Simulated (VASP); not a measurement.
# CdS (Fm-3m) in VASP: notebook, part 2 of 2

VASP 6.6.1. Earlier steps stand in the parts before.

## 3. Single point, PBEsol

File INCAR:

```
PREC = Accurate ; ENCUT = 550
EDIFF = 1E-7 ; ISMEAR = 0
SIGMA = 0.01 ; LREAL = F
LASPH = T ; NELM = 80
ALGO = Normal ; ISIF = 2
LWAVE = F ; LCHARG = T
GGA = PS ; LELF = T
LVHAR = T
```

File CdS.cif:

```cif
data_CdS
_cell_length_a 5.50648800
_cell_length_b 5.50648800
_cell_length_c 5.50648800
_cell_angle_alpha 90.00000000
_cell_angle_beta 90.00000000
_cell_angle_gamma 90.00000000
_space_group_name_H-M_alt 'Fm-3m'
_space_group_name_Hall '-F 4 2 3'
_space_group_IT_number 225
loop_
_space_group_symop_operation_xyz
'x,y,z'
'-x,-y,-z'
'-y,x,z'
'y,-x,-z'
'-x,-y,z'
'x,y,-z'
'y,-x,z'
'-y,x,-z'
'x,-y,-z'
'-x,y,z'
'-y,-x,-z'
'y,x,z'
'-x,y,-z'
'x,-y,z'
'y,x,-z'
'-y,-x,z'
'z,x,y'
'-z,-x,-y'
'z,-y,x'
'-z,y,-x'
'z,-x,-y'
'-z,x,y'
'z,y,-x'
'-z,-y,x'
'-z,x,-y'
'z,-x,y'
'-z,-y,-x'
'z,y,x'
'-z,-x,y'
'z,x,-y'
'-z,y,x'
'z,-y,-x'
'y,z,x'
'-y,-z,-x'
'x,z,-y'
'-x,-z,y'
'-y,z,-x'
'y,-z,x'
'-x,z,y'
'x,-z,-y'
'-y,-z,x'
'y,z,-x'
'-x,-z,-y'
'x,z,y'
'y,-z,-x'
'-y,z,x'
'x,-z,y'
'-x,z,-y'
'x,y+1/2,z+1/2'
'-x,-y+1/2,-z+1/2'
'-y,x+1/2,z+1/2'
'y,-x+1/2,-z+1/2'
[... 63 lines left out ...]
'-z+1/2,y,-x+1/2'
'z+1/2,-x,-y+1/2'
'-z+1/2,x,y+1/2'
'z+1/2,y,-x+1/2'
'-z+1/2,-y,x+1/2'
'-z+1/2,x,-y+1/2'
'z+1/2,-x,y+1/2'
'-z+1/2,-y,-x+1/2'
'z+1/2,y,x+1/2'
'-z+1/2,-x,y+1/2'
'z+1/2,x,-y+1/2'
'-z+1/2,y,x+1/2'
'z+1/2,-y,-x+1/2'
'y+1/2,z,x+1/2'
'-y+1/2,-z,-x+1/2'
'x+1/2,z,-y+1/2'
'-x+1/2,-z,y+1/2'
'-y+1/2,z,-x+1/2'
'y+1/2,-z,x+1/2'
'-x+1/2,z,y+1/2'
'x+1/2,-z,-y+1/2'
'-y+1/2,-z,x+1/2'
'y+1/2,z,-x+1/2'
'-x+1/2,-z,-y+1/2'
'x+1/2,z,y+1/2'
'y+1/2,-z,-x+1/2'
'-y+1/2,z,x+1/2'
'x+1/2,-z,y+1/2'
'-x+1/2,z,-y+1/2'
'x+1/2,y+1/2,z'
'-x+1/2,-y+1/2,-z'
'-y+1/2,x+1/2,z'
'y+1/2,-x+1/2,-z'
'-x+1/2,-y+1/2,z'
'x+1/2,y+1/2,-z'
'y+1/2,-x+1/2,z'
'-y+1/2,x+1/2,-z'
'x+1/2,-y+1/2,-z'
'-x+1/2,y+1/2,z'
'-y+1/2,-x+1/2,-z'
'y+1/2,x+1/2,z'
'-x+1/2,y+1/2,-z'
'x+1/2,-y+1/2,z'
'y+1/2,x+1/2,-z'
'-y+1/2,-x+1/2,z'
'z+1/2,x+1/2,y'
'-z+1/2,-x+1/2,-y'
'z+1/2,-y+1/2,x'
'-z+1/2,y+1/2,-x'
'z+1/2,-x+1/2,-y'
'-z+1/2,x+1/2,y'
'z+1/2,y+1/2,-x'
'-z+1/2,-y+1/2,x'
'-z+1/2,x+1/2,-y'
'z+1/2,-x+1/2,y'
'-z+1/2,-y+1/2,-x'
'z+1/2,y+1/2,x'
'-z+1/2,-x+1/2,y'
'z+1/2,x+1/2,-y'
'-z+1/2,y+1/2,x'
'z+1/2,-y+1/2,-x'
'y+1/2,z+1/2,x'
'-y+1/2,-z+1/2,-x'
'x+1/2,z+1/2,-y'
'-x+1/2,-z+1/2,y'
'-y+1/2,z+1/2,-x'
'y+1/2,-z+1/2,x'
'-x+1/2,z+1/2,y'
'x+1/2,-z+1/2,-y'
'-y+1/2,-z+1/2,x'
'y+1/2,z+1/2,-x'
'-x+1/2,-z+1/2,-y'
'x+1/2,z+1/2,y'
'y+1/2,-z+1/2,-x'
'-y+1/2,z+1/2,x'
'x+1/2,-z+1/2,y'
'-x+1/2,z+1/2,-y'
loop_
_atom_site_label
_atom_site_type_symbol
_atom_site_symmetry_multiplicity
_atom_site_Wyckoff_symbol
_atom_site_fract_x
_atom_site_fract_y
_atom_site_fract_z
_atom_site_occupancy
Cd1 Cd 4 a 0.0000000000 0.0000000000 0.0000000000 1
S1 S 4 b 0.5000000000 0.0000000000 0.0000000000 1
```

File KPOINTS:

```
regular mesh
0
Gamma
  5 5 5
```

File POSCAR:

```
Cd S 
 1.0000000000000000
     5.5064880000000000    0.0000000000000000    0.0000000000000000
     0.0000000000000000    5.5064880000000000    0.0000000000000000
     0.0000000000000000    0.0000000000000000    5.5064880000000000
 Cd  S  
   4   4
Cartesian
  0.0000000000000000  0.0000000000000000  0.0000000000000000
  0.0000000000000000  2.7532440000000000  2.7532440000000000
  2.7532440000000000  0.0000000000000000  2.7532440000000000
  2.7532440000000000  2.7532440000000000  0.0000000000000000
  2.7532440000000000  0.0000000000000000  0.0000000000000000
  0.0000000000000000  2.7532440000000000  0.0000000000000000
  0.0000000000000000  0.0000000000000000  2.7532440000000000
  2.7532440000000000  2.7532440000000000  2.7532440000000000
```

Potentials or basis: VASP PAW PBE potentials, release 64 (Cd_GW, S_GW).

Launch:

```console
$ ase convert -i cif -o vasp CdS.cif POSCAR
$ cat potpaw_PBE.64/Cd_GW/POTCAR potpaw_PBE.64/S_GW/POTCAR > POTCAR
$ mpirun -np 1 vasp_std > vasp.out
```

OUTCAR:

```text
PREC = Accurate
   ENCUT = 550
   EDIFF = 1E-7
   ISMEAR = 0
   LREAL = F
   LASPH = T
   NELM = 80
   ISIF = 2
   GGA = PS

 ion  position               nearest neighbor table
   1  0.000  0.000  0.000-   5 2.75   6 2.75   7 2.75   7 2.75   6 2.75   5 2.75
   2  0.000  0.500  0.500-   6 2.75   7 2.75   8 2.75   6 2.75   7 2.75   8 2.75
   3  0.500  0.000  0.500-   5 2.75   7 2.75   8 2.75   5 2.75   8 2.75   7 2.75
   4  0.500  0.500  0.000-   5 2.75   6 2.75   8 2.75   8 2.75   5 2.75   6 2.75
   5  0.500  0.000  0.000-   1 2.75   3 2.75   4 2.75   3 2.75   4 2.75   1 2.75
   6  0.000  0.500  0.000-   1 2.75   2 2.75   4 2.75   2 2.75   1 2.75   4 2.75
   7  0.000  0.000  0.500-   1 2.75   2 2.75   3 2.75   1 2.75   2 2.75   3 2.75
   8  0.500  0.500  0.500-   2 2.75   3 2.75   4 2.75   4 2.75   3 2.75   2 2.75

  LATTYP: Found a simple cubic cell.
 ALAT       =     5.5064880000

  Lattice vectors:

 A1 = (   5.5064880000,   0.0000000000,   0.0000000000)
 A2 = (   0.0000000000,   5.5064880000,   0.0000000000)
 A3 = (   0.0000000000,   0.0000000000,   5.5064880000)

Analysis of symmetry for initial positions (statically):
=====================================================================
 Subroutine PRICEL returns following result:

  LATTYP: Found a face centered cubic cell.
 ALAT       =     5.5064880000

  Lattice vectors:

 A1 = (   2.7532440000,  -2.7532440000,   0.0000000000)
 A2 = (   2.7532440000,   0.0000000000,   2.7532440000)
 A3 = (   0.0000000000,  -2.7532440000,   2.7532440000)

   4 primitive cells build up your supercell.

 Routine SETGRP: Setting up the symmetry group for a
 simple cubic supercell.

 Subroutine GETGRP returns: Found 48 space group operations
 (whereof 48 operations were pure point group operations)
 out of a pool of 48 trial point group operations.

[... 131 lines left out ...]
  Fermi-wavevector in a.u.,A,eV,Ry     =   1.236833  2.337275 20.813583  1.529755
  Thomas-Fermi vector in A             =   2.371425
   LORBIT       =      0    0 simple, 1 ext, 2 COOP (PROOUT), +10 PAW based schemes
   GGA     = PS    functional components
   LHFCALC =     F    Hartree Fock is set to
   AEXX    =    0.0000 exact exchange contribution
   IVDW    =     0    specifies the selected vdW correction
   LEPSILON=     F    determine dielectric tensor
   LRPA    =     F    only Hartree local field effects (RPA)
 non-spin polarized calculation
 Gauss-broadening in eV      SIGMA  =   0.01
  energy-cutoff  :      550.00
  volume of cell :      166.96
 maximum number of plane-waves:      4945
 NGX is ok and might be reduce to    42
   NGX = 21   NGY = 21   NGZ = 21

 number of electron      72.0000018 magnetization

 Free energy of the ion-electron system (eV)
  ---------------------------------------------------
  ext. energy  EPLUGINS =         0.00000000
  ---------------------------------------------------
  free energy    TOTEN  =       -26.62910016 eV

  energy without entropy =      -26.62910016  energy(sigma->0) =      -26.62910016

 E-fermi :   4.2679     XC(G=0): -10.5409

 val. band max:        4.2119727552   @ k =   0.4000   0.4000   0.0000
 cond. band min:       4.3404270709   @ k =   0.0000   0.0000   0.0000
 fundamental gap:      0.1284543157
 Fermi energy:         4.2679081268

 k-point     1 :       0.0000    0.0000    0.0000
  band No.  band energies     occupation
      1      -8.4759      2.00000
      2      -7.5869      2.00000
      3      -7.5869      2.00000
      4      -7.5869      2.00000
      5      -3.4992      2.00000
      6      -3.4992      2.00000
[... 449 lines left out ...]
     42       9.0323      0.00000
     43       9.0323      0.00000

------------------------ aborting loop because EDIFF is reached ----------------------------------------

  FORCE on cell =-STRESS in cart. coord.  units (eV):
  Direction    XX          YY          ZZ          XY          YZ          ZX
  --------------------------------------------------------------------------------------
  -------------------------------------------------------------------------------------
  Total       -4.6908816     -4.6908816     -4.6908816     -0.0000000     -0.0000000      0.0000000
  in kB      -45.0133118    -45.0133118    -45.0133118     -0.0000000     -0.0000000      0.0000000
  external PRESSURE =     -45.0133118 kB  Pullay stress =       0.0000000 kB

 VOLUME and BASIS-vectors are now :
 -----------------------------------------------------------------------------
  energy-cutoff  :      550.00
  volume of cell :      166.96
      direct lattice vectors                 reciprocal lattice vectors
     5.506488000  0.000000000  0.000000000     0.181603955  0.000000000  0.000000000
     0.000000000  5.506488000  0.000000000     0.000000000  0.181603955  0.000000000
     0.000000000  0.000000000  5.506488000     0.000000000  0.000000000  0.181603955

 POSITION                                       TOTAL-FORCE (eV/Angst)
 -----------------------------------------------------------------------------------
      0.00000      0.00000      0.00000         0.000000     -0.000000     -0.000000
      0.00000      2.75324      2.75324         0.000000      0.000000      0.000000
      2.75324      0.00000      2.75324        -0.000000      0.000000      0.000000
      2.75324      2.75324      0.00000         0.000000     -0.000000      0.000000
      2.75324      0.00000      0.00000        -0.000000      0.000000     -0.000000
      0.00000      2.75324      0.00000        -0.000000      0.000000     -0.000000
      0.00000      0.00000      2.75324        -0.000000     -0.000000     -0.000000
      2.75324      2.75324      2.75324        -0.000000     -0.000000     -0.000000
 -----------------------------------------------------------------------------------
    total drift:                                0.000000     -0.000000     -0.000000

  FREE ENERGIE OF THE ION-ELECTRON SYSTEM (eV)
  ---------------------------------------------------
  free  energy   TOTEN  =       -26.6291001636 eV

  energy  without entropy=      -26.6291001636  energy(sigma->0) =      -26.62910016
```

It took 2.2 min on 1 thread of Intel Xeon Platinum 8259CL at 2.50GHz (Skylake/Cascade Lake), shared host; peak memory 0.29 GiB.

Results:

| Item | Value |
| --- | --- |
| Free energy | -26.6291 eV |
| Pressure | -4.5 GPa |
| Band gap on the k mesh | 0.13 eV |

Caveat: the PAW data sets were made with another functional, which shifts forces and pressure a little; an odd mesh through Γ misses points on the zone boundary, where band edges often lie.

## 4. Relaxation of the atoms, B3LYP+TS (volume scaled by 1.25)

File POSCAR:

```
CdS
4.1943
    0.000000000000      0.707112555587      0.707112555587
    0.707112555587      0.000000000000      0.707112555587
    0.707112555587      0.707112555587      0.000000000000
Cd S
1 1
Direct
    0.0000000000      0.0000000000      0.0000000000
    0.5000000000      0.5000000000      0.5000000000
```

File INCAR.step1:

```
SYSTEM = CdS
ALGO = Normal
EDIFF = 1E-5
ENCUT = 520
GGA = PE
ISMEAR = -5
LASPH = .TRUE.
LCHARG = .FALSE.
LREAL = .FALSE.
LWAVE = .TRUE.
NELM = 60
PREC = Accurate
SIGMA = 0.05
```

File INCAR.step2:

```
SYSTEM = CdS
AEXX = 0.2
AGGAC = 0.81
AGGAX = 0.72
ALDAC = 0.19
ALGO = Normal
EDIFF = 1E-6
EDIFFG = -0.02
ENCUT = 520
GGA = B3
IBRION = 1
ISIF = 2
ISMEAR = -5
ISTART = 1
IVDW = 2
LASPH = .TRUE.
LCHARG = .FALSE.
LHFCALC = .TRUE.
LREAL = .FALSE.
LWAVE = .FALSE.
NELM = 60
NSW = 40
PREC = Accurate
PRECFOCK = Fast
SIGMA = 0.05
```

File KPOINTS:

```
k-points
0
G
  4 4 4
  0 0 0
```

Potentials or basis: VASP PAW PBE potentials, release 64 (Cd, S).

Launch:

```console
$ cat potpaw_PBE.64/Cd/POTCAR potpaw_PBE.64/S/POTCAR > POTCAR
$ cp INCAR.step1 INCAR
$ mpirun -np 1 vasp_std > vasp.out
$ cp INCAR.step2 INCAR
$ mpirun -np 1 vasp_std > vasp.out
```

Run time: 3 min. Hardware: 1 thread of Intel Xeon Platinum 8259CL at 2.50GHz (Skylake/Cascade Lake), shared host; peak memory 0.18 GiB.

The run converged. Its results:

* Free energy: -6.8520 eV
* Pressure after relaxing: -11.5 GPa
* Band gap on the k mesh: 1.17 eV, indirect (least direct gap 1.52 eV)
* Hirshfeld charges: Cd +0.39; S -0.39 e
* Dispersion energy per atom: -0.316 eV

Final structure:
```xyz
2
Lattice="0.0000 2.9658 2.9658 2.9658 0.0000 2.9658 2.9658 2.9658 0.0000" Properties=species:S:1:pos:R:3 pbc="T T T"
Cd    0.0000    0.0000    0.0000
S     2.9658    2.9658    2.9658
```

Levels at points of the mesh, in eV from the valence-band top:
| k point | band 6 | band 7 | band 8 | band 9 | band 10 | band 11 | band 12 | band 13 |
| --- | --- | --- | --- | --- | --- | --- | --- | --- |
| (0.00, 0.00, 0.00) | -8.61 | -0.35 | -0.35 | -0.35 | 1.17 | 10.68 | 10.68 | 10.68 |
| (0.50, 0.00, 0.00) | -8.52 | -4.03 | 0.00 | 0.00 | 4.98 | 6.44 | 7.31 | 7.31 |
| (0.50, 0.50, 0.00) | -8.09 | -3.01 | -1.39 | -1.39 | 1.25 | 7.83 | 10.01 | 11.15 |

Caveat: the k mesh is coarse (spacing up to 0.46 Å⁻¹), so the values aren't converged, least of all with exact exchange; the relaxation stopped at its first step, so nothing moved; the PAW data sets were made with another functional, which shifts forces and pressure a little.

## 5. Single point, PBEsol, spin-orbit coupling, no magnetisation

File INCAR:

```
PREC     = Accurate       # precision mode
ENCUT    = 500            # plane-wave cutoff, eV
EDIFF    = 1E-7           # SCF threshold, eV
ISMEAR   = 0              # smearing method
SIGMA    = 0.02           # smearing width, eV
LREAL    = False          # projectors in reciprocal space
LASPH    = True           # aspherical terms in the spheres
NELM     = 100            # most SCF steps
ALGO     = Normal         # electronic algorithm
ISIF     = 2              # what is computed and relaxed
LWAVE    = False          # write WAVECAR
LCHARG   = False          # write CHGCAR
MAGMOM   = 0 0 0 0 0 0    # initial moments
LORBIT   = 11             # projections on sites
LSORBIT  = True           # spin-orbit coupling
GGA_COMPAT= False        
GGA      = PS             # functional
NBANDS   = 34             # bands
```

File KPOINTS:

```
regular mesh
0
Gamma
  10 10 10
```

File POSCAR:

```
CdS
1.0
    0.0000000000      2.7532440000      2.7532440000
    2.7532440000      0.0000000000      2.7532440000
    2.7532440000      2.7532440000      0.0000000000
Cd S
1 1
Direct
    0.0000000000      0.0000000000      0.0000000000
    0.5000000000      0.5000000000      0.5000000000
```

Launch:

```console
$ cat potpaw_PBE.64/Cd/POTCAR potpaw_PBE.64/S/POTCAR > POTCAR
$ mpirun -np 1 vasp_ncl > vasp.out
```

Run time: 2.5 min. Hardware: 1 thread of Intel Xeon Platinum 8175M at 2.50GHz (Skylake/Cascade Lake), shared host; peak memory 0.29 GiB.

These settings aren't checked as converged: the numbers below hold their error.

What came out:

| Quantity | Value |
| --- | --- |
| Free energy | -6.6468 eV |
| Pressure | -4.0 GPa |
| Valence electrons inside the program's atomic spheres | Cd 10.20; S 3.67 |

Caveat: the PAW data sets were made with another functional, which shifts forces and pressure a little.

## 6. For comparison

An earlier run on the cell as given: functional PBE; potentials or basis VASP PAW PBE potentials, release 64 (Cd, S); cutoff 520 eV; k mesh 8 × 8 × 8; occupations fermi-dirac, width 0.05 eV; no spin polarisation.

- Pressure: -0.1 GPa
- Band gap on the k mesh: 0.26 eV, indirect (least direct gap 1.53 eV)

## 7. Summary

```csv
task,level,potentials or basis,cell,k mesh,cutoff (eV),smearing,grid for exact exchange (PRECFOCK),exchange at q = 0,other keys,mesh quality,gap on the mesh (eV),pressure (GPa)
single point,r2SCANh,"VASP PAW PBE potentials, release 64 (Cd, S)",as given,4 × 4 × 4,520,fermi-dirac 0.1 eV,Fast,default,-,coarse,1.32,-1.9
single point,PBEsol,"VASP PAW PBE potentials, release 64 (Cd_GW, S_GW)",as given,5 × 5 × 5,550,gaussian 0.01 eV,-,-,-,not flagged,0.13,-4.5
relaxation of the atoms,B3LYP+TS,"VASP PAW PBE potentials, release 64 (Cd, S)",atoms relaxed from: volume scaled by 1.25,4 × 4 × 4,520,tetrahedron,Fast,default,EDIFFG = -0.02; IBRION = 1,coarse,1.17,-11.5
single point,PBE,"VASP PAW PBE potentials, release 64 (Cd, S)",as given,8 × 8 × 8,520,fermi-dirac 0.05 eV,-,-,-,not flagged,0.26,-0.1
```

Alike in all rows: no spin polarisation.

Caveats: some runs use coarse meshes; the PAW data sets were made with another functional, which shifts forces and pressure a little (some runs); an odd mesh through Γ misses points on the zone boundary, where band edges often lie (some runs); the relaxation stopped at its first step, so nothing moved (some runs).

Absolute energies hang on the potentials; compare differences alone.
